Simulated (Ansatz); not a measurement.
Runs of Ansatz 0.2.0 on MgO. The structure is cubic, space group Fm-3m (No. 225). Conventional cell: a = 4.194 Å, b = 4.194 Å, c = 4.194 Å, α = 90.00°, β = 90.00°, γ = 90.00°. Mg (site symmetry m-3m) is surrounded by 6 O at 2.10 Å. Around O (site symmetry m-3m) lie 6 Mg at 2.10 Å. The cell is a database's computed one.

| task | level | cell | points for each segment of the path | gap on the mesh (eV) | pressure (GPa) | relaxed volume (Å³/atom) |
| --- | --- | --- | --- | --- | --- | --- |
| relaxation of cell and atoms | PBEsol | relaxed | - | (a) | 0.0 | 9.35 |
| relaxation of cell and atoms | RPBE | relaxed | - | 4.29 | 0.0 | 9.93 |
| relaxation of cell and atoms | revPBE | relaxed | - | 4.33 | 0.0 | 9.86 |
| band structure | BLYP | as given | 14 | (c) | 9.2 | - |
| band structure | RPBE | as given | 14 | 4.98 | (b) | - |

Alike in all rows: potentials or basis Ansatz PAW; no spin polarisation; k mesh 11 × 11 × 11; cutoff (eV) 420; smearing fermi-dirac 0.05 eV.

Estimate the missing entries.

(a) 4.62; (b) 12.0; (c) 5.15.

Caveats: the PAW data sets come from PBE, with cores solved anew for the run's functional, which leaves a small shift of forces and pressure; odd divisions of the mesh miss points on the zone boundary, where band edges often lie, so the gap on the mesh can be too wide (some runs); the plane-wave basis is chosen anew once the cell has moved, so the energies of steps on either side of that aren't comparable (some runs).

A k mesh can miss the band edges.

Runs at the PBE level aren't shown here.
